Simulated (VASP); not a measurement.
The system is Sb.

```
Sb
1.0
     5.36224    0.00000    0.00000
    -2.68112    4.64383    0.00000
     0.00000    0.00000    3.14220
Sb
3
Direct
  0.00000 0.00000 0.00000
  0.33333 0.66667 0.50000
  0.66667 0.33333 0.50000
```

The cell was built by a generator and needn't be a form met in nature.

| Item | Value |
| --- | --- |
| Program | VASP 6.6.1 |
| Task | relaxation of cell and atoms |
| Functional | PBEsol |
| Potentials or basis | VASP PAW PBE potentials, release 64 (Sb) |
| Cutoff | 600 eV |
| k mesh | 6 × 6 × 6 |
| Occupations | gaussian, width 0.1 eV |
| Spin | no spin polarisation |

At the start: pressure 1.0 GPa; volume 26.08 Å³/atom.

Question: How do energy, volume and symmetry change on relaxing?

Answer: Over 5 steps the energy falls by 4.5 meV/atom and the volume is 26.47 Å³/atom (+1.5 %); space group P6/mmm (No. 191, to 0.05 Å).

The path:
```csv
step,energy change (eV),largest force (eV/Å),pressure (GPa),volume (Å³)
1,0.0000,0.0000,0.99,78.24
2,-0.0121,0.0000,-0.59,80.07
3,-0.0126,0.0000,-0.37,79.77
4,-0.0133,0.0000,0.12,79.25
5,-0.0135,0.0000,-0.04,79.42
```

Final structure:
```
Sb
1.0
     5.42886    0.00000    0.00000
    -2.71443    4.70153    0.00000
     0.00000    0.00000    3.11140
Sb
3
Direct
  0.00000 0.00000 0.00000
  0.33333 0.66667 0.50000
  0.66667 0.33333 0.50000
```

Caveat: the PAW data sets were made with another functional, which shifts forces and pressure a little.
